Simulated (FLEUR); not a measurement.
Here is a FLEUR MaX-R8.1 (later development tree) calculation.

File inp.xml:

```xml
<?xml version="1.0" encoding="UTF-8" standalone="no"?>
<fleurInput fleurInputVersion="0.39">
   <comment>
      Ta                                                                                                  
   </comment>
   <calculationSetup>
      <cutoffs Kmax="4.1" Gmax="12.7" GmaxXC="12.7" numbands="all"/>
      <scfLoop itmax="60" minDistance="0.00001" maxIterBroyd="15" imix="Anderson" alpha="0.05" precondParam="0.0" spinf="2.0" sdNocoIR="T"/>
      <coreElectrons ctail="T" frcor="F" kcrel="0" coretail_lmax="0"/>
      <xcFunctional name="PBEs" relativisticCorrections="F"/>
      <magnetism jspins="1"/>
      <soc l_soc="T" theta="0.0" phi="0.0" spav="F"/>
      <expertModes spex="0" secvar="F"/>
      <geometryOptimization l_f="F" forcealpha="1.0" forcemix="BFGS" epsdisp="0.00001" epsforce="0.00001"/>
      <ldaU l_linMix="F" mixParam="0.05" spinf="1.0"/>
   </calculationSetup>
   <cell>
      <bzIntegration valenceElectrons="27.0" mode="hist" fermiSmearingEnergy="0.00183747">
         <kPointListSelection listName="default-1"/>
         <!-- k-points included here -->
         <xi:include xmlns:xi="http://www.w3.org/2001/XInclude" href="kpts.xml"> </xi:include>
      </bzIntegration>
      <!-- symmetry operations included here -->
      <xi:include xmlns:xi="http://www.w3.org/2001/XInclude" href="sym.xml"> </xi:include>
      <bulkLattice scale="1.0">
         <bravaisMatrix>
            <row-1>   -3.1204669550294879     3.1204669550294879     3.1204669550294879</row-1>
            <row-2>    3.1204669550294879    -3.1204669550294879     3.1204669550294879</row-2>
            <row-3>    3.1204669550294879     3.1204669550294879    -3.1204669550294879</row-3>
         </bravaisMatrix>
      </bulkLattice>
   </cell>
   <atomSpecies>
      <species name="Tantalum (Ta)" element="Ta" atomicNumber="73">
         <mtSphere radius="2.5" gridPoints="827" logIncrement="0.016"/>
         <atomicCutoffs lmax="10" lnonsphr="10"/>
         <electronConfig flipSpins="F">
            <coreConfig>(1s1/2) (2s1/2) (2p1/2) (2p3/2) (3s1/2) (3p1/2) (3p3/2) (4s1/2) (3d3/2) (3d5/2) (4p1/2) (4p3/2) (4d3/2) (4d5/2)</coreConfig>
            <valenceConfig>(5s1/2) (5p1/2) (5p3/2) (6s1/2) (4f5/2) (4f7/2) (5d3/2) (5d5/2)</valenceConfig>
            <stateOccupation state="(5d3/2)" spinUp="0.600000" spinDown="0.600000"/>
            <stateOccupation state="(5d5/2)" spinUp="0.900000" spinDown="0.900000"/>
         </electronConfig>
         <energyParameters s="6" p="6" d="5" f="4"/>
         <lo type="SCLO" l="0" n="5" eDeriv="0"/>
         <lo type="SCLO" l="1" n="5" eDeriv="0"/>
         <lo type="SCLO" l="2" n="5" eDeriv="2"/>
         <lo type="SCLO" l="3" n="4" eDeriv="2"/>
      </species>
   </atomSpecies>
   <atomGroups>
      <atomGroup species="Tantalum (Ta)">
         <relPos label="                   1">.0000000000 .0000000000 .0000000000</relPos>
         <force calculate="T" relaxXYZ="TTT"/>
      </atomGroup>
   </atomGroups>
   <output dos="F" band="F" slice="F">
      <checks vchk="F" cdinf="F"/>
      <bandDOS minEnergy="-.5*Htr" maxEnergy="0.5*Htr" sigma="0.015" storeEVData="T"/>
      <vacuumDOS vacdos="F" integ="F" star="F" nstars="0" locx1="0.0" locy1="0.0" locx2="0.0" locy2="0.0" nstm="0" tworkf="0.0"/>
      <unfoldingBand unfoldBand="F" supercellX="1" supercellY="1" supercellZ="1"/>
      <plotting iplot="0" polar="F">
         <plot TwoD="T" vec1="  1.0  0.0  0.0" vec2="  0.0  1.0  0.0" vec3="  0.0  0.0  1.0" zero="  0.0  0.0  0.0" file="plot"/>
      </plotting>
      <chargeDensitySlicing numkpt="0" minEigenval="0.0" maxEigenval="0.0" nnne="0" pallst="F"/>
      <specialOutput eonly="F"/>
      <moessbauerParams electricFieldGradient="T" isomerShift="T" coreHyperfine="T" valenceHyperfine="T"/>
      <magneticCircularDichroism mcd="F" energyLo="-10.0" energyUp="0.0"/>
   </output>
  <!-- We include the file relax.xml here to enable relaxations (see documentation) -->
  <xi:include xmlns:xi="http://www.w3.org/2001/XInclude" href="relax.xml"> <xi:fallback/> </xi:include>
</fleurInput>
```

Contents of crystal.txt:

```
Ta
&input cartesian=F /
-1.6512800000  1.6512800000  1.6512800000
1.6512800000  -1.6512800000  1.6512800000
1.6512800000  1.6512800000  -1.6512800000
1.8897261246
1.0 1.0 1.0

1
73 0.0000000000  0.0000000000  0.0000000000

&soc 0.0 0.0 /
&kpt div1=8 div2=8 div3=8 gamma=T /
```

inp.xml (bands)

```
<?xml version="1.0" encoding="UTF-8" standalone="no"?>
<fleurInput fleurInputVersion="0.39">
   <comment>
      Ta                                                                                                  
   </comment>
   <calculationSetup>
      <cutoffs Kmax="4.1" Gmax="12.7" GmaxXC="12.7" numbands="all"/>
      <scfLoop itmax="60" minDistance="0.00001" maxIterBroyd="15" imix="Anderson" alpha="0.05" precondParam="0.0" spinf="2.0" sdNocoIR="T"/>
      <coreElectrons ctail="T" frcor="F" kcrel="0" coretail_lmax="0"/>
      <xcFunctional name="PBEs" relativisticCorrections="F"/>
      <magnetism jspins="1"/>
      <soc l_soc="T" theta="0.0" phi="0.0" spav="F"/>
      <expertModes spex="0" secvar="F"/>
      <geometryOptimization l_f="F" forcealpha="1.0" forcemix="BFGS" epsdisp="0.00001" epsforce="0.00001"/>
      <ldaU l_linMix="F" mixParam="0.05" spinf="1.0"/>
   </calculationSetup>
   <cell>
      <bzIntegration valenceElectrons="27.0" mode="hist" fermiSmearingEnergy="0.00183747">
         <kPointListSelection listName="path-1"/>
         <!-- k-points included here -->
         <xi:include xmlns:xi="http://www.w3.org/2001/XInclude" href="kpts.xml"> </xi:include>
      </bzIntegration>
      <!-- symmetry operations included here -->
      <xi:include xmlns:xi="http://www.w3.org/2001/XInclude" href="sym.xml"> </xi:include>
      <bulkLattice scale="1.0">
         <bravaisMatrix>
            <row-1>   -3.1204669550294879     3.1204669550294879     3.1204669550294879</row-1>
            <row-2>    3.1204669550294879    -3.1204669550294879     3.1204669550294879</row-2>
            <row-3>    3.1204669550294879     3.1204669550294879    -3.1204669550294879</row-3>
         </bravaisMatrix>
      </bulkLattice>
   </cell>
   <atomSpecies>
      <species name="Tantalum (Ta)" element="Ta" atomicNumber="73">
         <mtSphere radius="2.5" gridPoints="827" logIncrement="0.016"/>
         <atomicCutoffs lmax="10" lnonsphr="10"/>
         <electronConfig flipSpins="F">
            <coreConfig>(1s1/2) (2s1/2) (2p1/2) (2p3/2) (3s1/2) (3p1/2) (3p3/2) (4s1/2) (3d3/2) (3d5/2) (4p1/2) (4p3/2) (4d3/2) (4d5/2)</coreConfig>
            <valenceConfig>(5s1/2) (5p1/2) (5p3/2) (6s1/2) (4f5/2) (4f7/2) (5d3/2) (5d5/2)</valenceConfig>
            <stateOccupation state="(5d3/2)" spinUp="0.600000" spinDown="0.600000"/>
            <stateOccupation state="(5d5/2)" spinUp="0.900000" spinDown="0.900000"/>
         </electronConfig>
         <energyParameters s="6" p="6" d="5" f="4"/>
         <lo type="SCLO" l="0" n="5" eDeriv="0"/>
         <lo type="SCLO" l="1" n="5" eDeriv="0"/>
         <lo type="SCLO" l="2" n="5" eDeriv="2"/>
         <lo type="SCLO" l="3" n="4" eDeriv="2"/>
      </species>
   </atomSpecies>
   <atomGroups>
      <atomGroup species="Tantalum (Ta)">
         <relPos label="                   1">.0000000000 .0000000000 .0000000000</relPos>
         <force calculate="T" relaxXYZ="TTT"/>
      </atomGroup>
   </atomGroups>
   <output dos="F" band="T" slice="F">
      <checks vchk="F" cdinf="F"/>
      <bandDOS minEnergy="-.5*Htr" maxEnergy="0.5*Htr" sigma="0.015" storeEVData="T"/>
      <vacuumDOS vacdos="F" integ="F" star="F" nstars="0" locx1="0.0" locy1="0.0" locx2="0.0" locy2="0.0" nstm="0" tworkf="0.0"/>
      <unfoldingBand unfoldBand="F" supercellX="1" supercellY="1" supercellZ="1"/>
      <plotting iplot="0" polar="F">
         <plot TwoD="T" vec1="  1.0  0.0  0.0" vec2="  0.0  1.0  0.0" vec3="  0.0  0.0  1.0" zero="  0.0  0.0  0.0" file="plot"/>
      </plotting>
      <chargeDensitySlicing numkpt="0" minEigenval="0.0" maxEigenval="0.0" nnne="0" pallst="F"/>
      <specialOutput eonly="F"/>
      <moessbauerParams electricFieldGradient="T" isomerShift="T" coreHyperfine="T" valenceHyperfine="T"/>
      <magneticCircularDichroism mcd="F" energyLo="-10.0" energyUp="0.0"/>
   </output>
  <!-- We include the file relax.xml here to enable relaxations (see documentation) -->
  <xi:include xmlns:xi="http://www.w3.org/2001/XInclude" href="relax.xml"> <xi:fallback/> </xi:include>
</fleurInput>
```

Potentials or basis: all-electron, FLAPW.

The run is started by

```bash
$ inpgen -f crystal.txt -profile fastHighL
$ # inp.xml edited to the form shown
$ fleur_MPI
$ fleur_MPI   # second run, on inp.xml (bands)
```

(1) Estimate the band gap along the path.

Answers

(1) none (metal or under the smearing width).
